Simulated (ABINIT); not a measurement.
## HfB2: band structure with LDA

The system is HfB2.

```
CELL_PARAMETERS angstrom
3.14000 0.00000 0.00000
-1.57000 2.71932 0.00000
0.00000 0.00000 3.48000
ATOMIC_POSITIONS crystal
Hf 0.00000 0.00000 0.00000
B 0.66667 0.33333 0.50000
B 0.33333 0.66667 0.50000
```

| Item | Value |
| --- | --- |
| Program | ABINIT 10.8.3 (patched build) |
| Task | band structure |
| Functional | LDA |
| Potentials or basis | JTH PAW LDA v2.0 |
| Cutoff | 463 eV |
| k mesh | 10 × 10 × 8 |
| Occupations | fermi-dirac, width 0.05 eV |
| Spin | spin-orbit coupling, no magnetisation |
| Fine-grid cutoff | 925.187 eV |

The pressure is -10.5 GPa, the band gap on the k mesh is none (metal or under the smearing width) and the valence electrons inside the program's atomic spheres are Hf 9.71; B 1.85.

Stress tensor (GPa, compression positive):
```
-10.57   0.00   0.00
  0.00 -10.57   0.00
  0.00   0.00 -10.22
```

Levels at the corners of the path, in eV from the Fermi level:
```
point  band 16  band 17  band 18  band 19  band 20  band 21
    Γ    -2.72    -2.58    -2.58     3.92     3.92     4.08
    M    -3.27    -2.75    -2.75     2.27     2.27     2.78
    K    -2.52    -2.44    -2.44     1.73     1.73     1.92
    Γ    -2.72    -2.58    -2.58     3.92     3.92     4.08
    A    -1.05     0.32     0.32     0.42     0.42     0.93
    L    -4.57    -2.44    -2.44     4.15     4.15     4.27
    H    -3.13    -2.78    -2.78     4.46     4.46     5.44
    A    -1.05     0.32     0.32     0.42     0.42     0.93
```

Wall time 2.9 min on 1 thread of Arm Neoverse V1, with other jobs on the host, peak memory 0.13 GiB.
